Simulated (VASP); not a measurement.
# Li (a cell with a defect) in VASP: a series of runs, part 2 of 2

VASP 6.6.1. Earlier steps stand in the parts before.

## 4. Single point, PBE+D3(BJ)

The input, INCAR:

```
  PREC = Accurate
  ENCUT = 520
  EDIFF = 1E-6
  ISMEAR = 0
  SIGMA = 0.15
  LREAL = Auto
  LASPH = T
  NELM = 80
  ALGO = Fast
  ISIF = 2
  LWAVE = F
  LCHARG = F
  GGA = PE
  IVDW = 12
  NBANDS = 40
```

The input, KPOINTS:

```
regular mesh
0
Gamma
  3 3 3
```

The input, POSCAR:

```
Li
1.0
    6.9800000000      0.0000000000      0.0000000000
    0.0000000000      6.9800000000      0.0000000000
    0.0000000000      0.0000000000      6.9800000000
Li
17
Direct
   -0.0112444643     -0.0015703052      0.0151143474
    0.5098810047      0.0209573268      0.0060568566
   -0.0264687707      0.5373574046     -0.0001205417
    0.1063561143      0.0511405453      0.4460116885
    0.2283947854      0.2939687806      0.2065987231
    0.5243601822      0.4563116424      0.0517972751
    0.4992278307      0.0213107767      0.5106975620
    0.7758915135      0.2400989477      0.2832503969
    0.0048573116      0.5194284870      0.5005482984
    0.2726792943      0.7477080531      0.2345291106
    0.2420123961      0.2702990380      0.7726592671
    0.4819474119      0.4803830871      0.4920865708
    0.7413774344      0.7612177306      0.2697194426
    0.7698827022      0.2673892049      0.7494511614
    0.2489169909      0.7539922670      0.7656854667
    0.6384860145      0.6841488877      0.7984460291
    0.8722322585     -0.1108608144      0.6460137554
```

Launch:

```console
$ cat potpaw_PBE.64/Li_sv/POTCAR > POTCAR
$ mpirun -np 1 vasp_std > vasp.out
```

It took 3.1 min on 1 thread of Intel Xeon 6975P-C (Granite Rapids), shared host; peak memory 0.42 GiB.

It converged, with:

```yaml
Free_energy: -34.7114 eV
Largest_force: 0.007 eV/Å
Band_gap_on_the_k_mesh: none (metal or under the smearing width)
Dispersion_energy_per_atom: -0.172 eV
```

Forces on the atoms (eV/Å):
```
Li  -0.001  0.001 -0.001
Li  -0.003 -0.003 -0.002
Li   0.001  0.000 -0.006
Li   0.005 -0.001 -0.002
Li   0.005  0.001  0.000
Li  -0.004  0.000  0.004
Li  -0.003 -0.005 -0.002
Li   0.003  0.003  0.002
Li  -0.006  0.001  0.002
Li   0.003 -0.005  0.003
Li  -0.001 -0.005 -0.003
Li  -0.001  0.007  0.002
Li   0.007  0.001  0.000
Li  -0.001 -0.001  0.000
Li   0.000  0.002 -0.001
Li  -0.001  0.001  0.005
Li  -0.004  0.003  0.000
```

Levels at points of the mesh, in eV from the Fermi level:
| k point | band 21 | band 22 | band 23 | band 24 | band 25 | band 26 | band 27 | band 28 | band 29 | band 30 |
| --- | --- | --- | --- | --- | --- | --- | --- | --- | --- | --- |
| (0.00, 0.00, 0.00) | -1.18 | -1.17 | -1.16 | -1.14 | 0.04 | 0.08 | 0.35 | 0.38 | 0.41 | 0.43 |

## 5. Single point, PBE+D3(BJ)

The input, INCAR:

```
PREC     = Accurate       # precision mode
ENCUT    = 520            # plane-wave cutoff, eV
EDIFF    = 1E-7           # SCF threshold, eV
ISMEAR   = 0              # smearing method
SIGMA    = 0.15           # smearing width, eV
LREAL    = Auto         
LASPH    = True           # aspherical terms in the spheres
NELM     = 100            # most SCF steps
ALGO     = Fast           # electronic algorithm
ISIF     = 2              # what is computed and relaxed
LWAVE    = False          # write WAVECAR
LCHARG   = False          # write CHGCAR
GGA      = PE             # functional
IVDW     = 12             # dispersion correction
NBANDS   = 40             # bands
```

The input, KPOINTS:

```
Automatic mesh
0
Gamma
  3 3 3
```

The input, POSCAR:

```
Li
1.0
    6.9800000000      0.0000000000      0.0000000000
    0.0000000000      6.9800000000      0.0000000000
    0.0000000000      0.0000000000      6.9800000000
Li
17
Direct
    0.0037994269     -0.0073673352     -0.0287508596
    0.5100458453      0.0204819484      0.0014597421
    0.0429313754      0.5234312321     -0.0209286533
    0.0446121777      0.0002173352      0.5068401146
    0.1834000000      0.2721687679      0.2537212034
    0.4646866762      0.4428121777      0.0613025788
    0.4665840974      0.0767027221      0.4234577364
    0.7816636103      0.2653134670      0.2463968481
    0.0001789398      0.5440426934      0.5245106017
    0.2708110315      0.7610223496      0.2422756447
    0.2749369628      0.2634954155      0.7409974212
    0.5109853868      0.5096577364      0.4885392550
    0.7694171920      0.7639495702      0.2458283668
    0.7665520057      0.2656432665      0.7418393983
    0.3002269341      0.7638969914      0.7454227794
    0.6991948424      0.6417829513      0.8712911175
    0.7013727794     -0.1117031519      0.6255064470
```

Launch:

```console
$ cat potpaw_PBE.64/Li_sv/POTCAR > POTCAR
$ mpirun -np 1 vasp_std > vasp.out
```

It took 7.8 min on 1 thread of Intel Xeon Platinum 8488C (Sapphire Rapids), shared host; peak memory 0.42 GiB.

Results (log left out):

```
Free energy                : -34.7110 eV
Largest force              : 0.020 eV/Å
Band gap on the k mesh     : none (metal or under the smearing width)
Dispersion energy per atom : -0.172 eV
```

Forces in eV/Å, atoms in the order of the input:
```
Li  -0.004  0.001 -0.005
Li  -0.006  0.007  0.000
Li  -0.006  0.000  0.005
Li  -0.014  0.003  0.000
Li  -0.001 -0.011 -0.001
Li   0.003  0.008 -0.008
Li  -0.009  0.000  0.010
Li   0.008 -0.002 -0.003
Li  -0.002 -0.001  0.001
Li   0.004  0.002  0.002
Li   0.002 -0.002  0.000
Li  -0.002  0.005 -0.002
Li  -0.002 -0.004 -0.003
Li  -0.001 -0.005  0.002
Li   0.002 -0.001 -0.001
Li   0.008  0.001  0.003
Li   0.020  0.000 -0.001
```

Levels at points of the mesh, in eV from the Fermi level:
| k point | band 23 | band 24 | band 25 | band 26 | band 27 | band 28 |
| --- | --- | --- | --- | --- | --- | --- |
| (0.00, 0.00, 0.00) | -1.16 | -1.14 | 0.06 | 0.23 | 0.24 | 0.35 |

## 6. Single point, PBE+D3(BJ)

Edit INCAR of step 5 so:

```diff
@@ -2,3 +2,3 @@
 ENCUT    = 520            # plane-wave cutoff, eV
-EDIFF    = 1E-7           # SCF threshold, eV
+EDIFF    = 1E-6           # SCF threshold, eV
 ISMEAR   = 0              # smearing method
@@ -11,5 +11,7 @@
 LWAVE    = False          # write WAVECAR
-LCHARG   = False          # write CHGCAR
+LCHARG   = True           # write CHGCAR
 GGA      = PE             # functional
 IVDW     = 12             # dispersion correction
+LELF     = True           # ELF
+LVHAR    = True         
 NBANDS   = 40             # bands
```

KPOINTS is that of step 5.

The input, POSCAR:

```
Li
1.0
    6.9800000000      0.0000000000      0.0000000000
    0.0000000000      6.9800000000      0.0000000000
    0.0000000000      0.0000000000      6.9800000000
Li
17
Direct
    0.0128070201      0.0042626074     -0.0185537249
    0.5146500000      0.0238823782     -0.0042151862
    0.0307310888      0.5405409742     -0.0264116046
    0.0488786533      0.0020057307      0.4831110315
    0.1855439828      0.2741845272      0.2695631805
    0.4401779370      0.4182353868      0.0676157593
    0.4930618911      0.0614813754      0.4449421203
    0.7811368195      0.2780340974      0.2380722063
    0.0041964183      0.5487028653      0.5173257880
    0.2819393983      0.7612789398      0.2325772206
    0.2639952722      0.2676839542      0.7342040115
    0.5133138968      0.5149800860      0.4893732092
    0.7649121777      0.7692287966      0.2453899713
    0.7753151862      0.2674686246      0.7327179083
    0.2947879656      0.7751031519      0.7366855301
    0.6533425501      0.6221951289      0.8880849570
    0.7544568768     -0.1342873926      0.6589359599
```

Potentials or basis: VASP PAW PBE potentials, release 64 (Li_sv).

Launch:

```console
$ cat potpaw_PBE.64/Li_sv/POTCAR > POTCAR
$ mpirun -np 1 vasp_std > vasp.out
```

It took 5 min on 1 thread of Intel Xeon Platinum 8488C (Sapphire Rapids), shared host; peak memory 0.41 GiB.

Results (log left out):

```yaml
Free_energy: -34.7117 eV
Largest_force: 0.019 eV/Å
Band_gap_on_the_k_mesh: none (metal or under the smearing width)
Dispersion_energy_per_atom: -0.172 eV
```

Forces on the atoms (eV/Å):
```
Li   0.002  0.004 -0.005
Li  -0.003  0.000 -0.007
Li   0.001 -0.007 -0.002
Li  -0.010 -0.002  0.003
Li   0.000 -0.008  0.017
Li   0.009  0.011 -0.007
Li  -0.014  0.001 -0.003
Li   0.005 -0.001  0.004
Li  -0.001 -0.003 -0.007
Li  -0.003 -0.001  0.006
Li  -0.001 -0.001  0.003
Li   0.003  0.008 -0.014
Li  -0.003 -0.001 -0.007
Li   0.005 -0.005  0.004
Li  -0.001 -0.002  0.007
Li   0.005  0.000  0.003
Li   0.007  0.007  0.004
```

Levels at points of the mesh, in eV from the Fermi level:
```
           k point  band 22  band 23  band 24  band 25  band 26  band 27  band 28  band 29
(0.00, 0.00, 0.00)    -1.17    -1.16    -1.14     0.04     0.09     0.35     0.36     0.40
```
